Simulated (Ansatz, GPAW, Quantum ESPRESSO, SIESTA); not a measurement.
**Ge: 6 runs at one level of theory**

```
Ge
1.0
    -2.57449    2.57449    1.39741
     2.57449   -2.57449    1.39741
     2.57449    2.57449   -1.39741
Ge
2
Direct
  0.50000 0.50000 0.00000
  0.25000 0.75000 0.50000
```

This isn't the form of Ge at room conditions, which is diamond.

Alike in all runs: task band structure; functional PBEsol; k mesh 11 × 11 × 11; occupations fermi-dirac, width 0.05 eV; no spin polarisation; no spin-orbit coupling. Pressure is positive in compression and, in plane waves, holds the error of the finite cutoff.

| program and potentials | plane-wave cutoff (eV) | notes | pressure (GPa) |
| --- | --- | --- | --- |
| SIESTA, files PseudoDojo sr-pbesol-0.4.1-standard, DZP (energy shift 0.003 Ry; two zetas on semicore shells) | - | atomic basis; 14 valence electrons an atom on average | 1.31 |
| Ansatz, all-electron LAPW, scalar-relativistic | - | - | -0.57 |
| Quantum ESPRESSO, PseudoDojo 0.4 SR PBEsol stringent | 1687 | 22 valence electrons an atom on average | -0.41 |
| Quantum ESPRESSO, PseudoDojo 0.4.1 SR PBEsol standard | 1061 | 14 valence electrons an atom on average | -0.60 |
| GPAW, PAW data sets generated for this functional | 600 | 4 valence electrons an atom on average | ? |
| Quantum ESPRESSO, GBRV 1.5 PBEsol | 612 | 14 valence electrons an atom on average | -0.84 |

Estimate from the other rows what the run with GPAW, PAW data sets generated for this functional gave.

Pressure -0.71 GPa. The other rows, which needn't bracket it: pressure -0.84 to 1.31.
